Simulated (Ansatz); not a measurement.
# ZrB: a line through an energy map

One line of a two-coordinate grid on ZrB (Fm-3m, No. 225; 2 atoms in the cell): normal strain along x is varied, at normal strain along z = −7.3 %.

Program: Ansatz 0.2.0. Level of theory: DFT LDA, scalar-relativistic, plane waves, PAW. These are calculated values, not measurements.

15 further runs of the same task are left out: 15 set aside as unsound or not needed.

## 1. The starting structure

The structure is cubic, space group Fm-3m (No. 225). The conventional cell has a = 4.831 Å, b = 4.831 Å, c = 4.831 Å, α = 90.00°, β = 90.00°, γ = 90.00°. Zr (site symmetry m-3m) is surrounded by 6 B at 2.42 Å. B (site symmetry m-3m) is surrounded by 6 Zr at 2.42 Å.

Coordinates:

```cif
data_structure
_symmetry_space_group_name_H-M 'Fm-3m'
_symmetry_Int_Tables_number 225
_cell_length_a 4.8308
_cell_length_b 4.8308
_cell_length_c 4.8308
_cell_angle_alpha 90.000
_cell_angle_beta 90.000
_cell_angle_gamma 90.000
_cell_volume 112.73
loop_
_atom_site_label
_atom_site_type_symbol
_atom_site_symmetry_multiplicity
_atom_site_Wyckoff_symbol
_atom_site_fract_x
_atom_site_fract_y
_atom_site_fract_z
_atom_site_occupancy
Zr1 Zr 4 a 0.00000 0.00000 0.00000 1
B1 B 4 b 0.50000 0.00000 0.00000 1
```

This cell was relaxed beforehand with the same method: volume 14.09 Å³/atom, gap on the mesh none (metal).

## 2. Plan of the line

The energy is mapped over two homogeneous strains (x along [1 0 0], y along [0 1 0], z along [0 0 1] of the conventional cell).

First coordinate, normal strain along x: 7 values from −7.00 %. Second coordinate, normal strain along z: 7 values from −11.0 %.

Nothing else is relaxed (symmetry fixes all fractional coordinates). Energies count from the relaxed crystal. Points are written as (first, second).

## 3. Point (−7.00 %, −7.3 %)

input.yaml reads:

```yaml
crystal:
  lattice:
    - [0.0, 2.4153850465, 2.2383373226]
    - [2.2463080932, 0.0, 2.2383373226]
    - [2.2463080932, 2.4153850465, 0.0]
  atoms:
    - { symbol: Zr, position: [0.0, 0.0, 0.0] }
    - { symbol: B, position: [0.5, 0.5, 0.5] }
basis:
  ecutwfc: 520.0
kpoints:
  mp_grid: { grid: [16, 16, 16] }
hamiltonian:
  xc: lda
scf:
  occupations: { method: gaussian, width: 0.15 }
output:
  forces: true
  stress: true
  eigenvalues: true
```

Started as:

```console
$ ansatz run input.yaml --threads 1 --pin off --max-ram 2048MiB --backend cpu --events-out ev --progress --plain --runs-dir out
```

The session goes on with these runs: the other points of the line.

Q: Predict the outcome of this session. Wanted: for each run, normal strain along x; energy; slope; pressure.

As calculated:

```
normal strain along x (%)  step  energy (meV/atom)  slope (meV/atom per %)  pressure (GPa)
                    −7.00     3                260                   −38.9            36.2
                    −4.67     4                185                   −26.2            28.9
                    −2.33     5                137                   −14.7            22.4
                     0.00     6                115                    −5.1            16.9
                     2.33     7                112                     2.6            12.2
                     4.67     8                125                     8.8             8.3
                     7.00     –                152                    13.7             5.1
```

Energies count from the relaxed crystal. Rows without a step come from runs not printed here or follow by symmetry. Slopes come from the forces (and the stress, where the cell changes), not from differences of energies.

**Reading.** The lowest point of the line is at 2.33 %, 112 meV/atom from the zero. A fit to energies and slopes at the lowest point and its two neighbours puts the minimum at 1.494 %, with a curvature of about 3.2 meV/atom per %². Divided by the reference volume, that is a stiffness of about 370 GPa for this pattern of strain. The highest point computed, at −7.00 %, lies 148 meV/atom above the lowest. This is one cut through a surface in two coordinates; the map's lowest point lies off it.
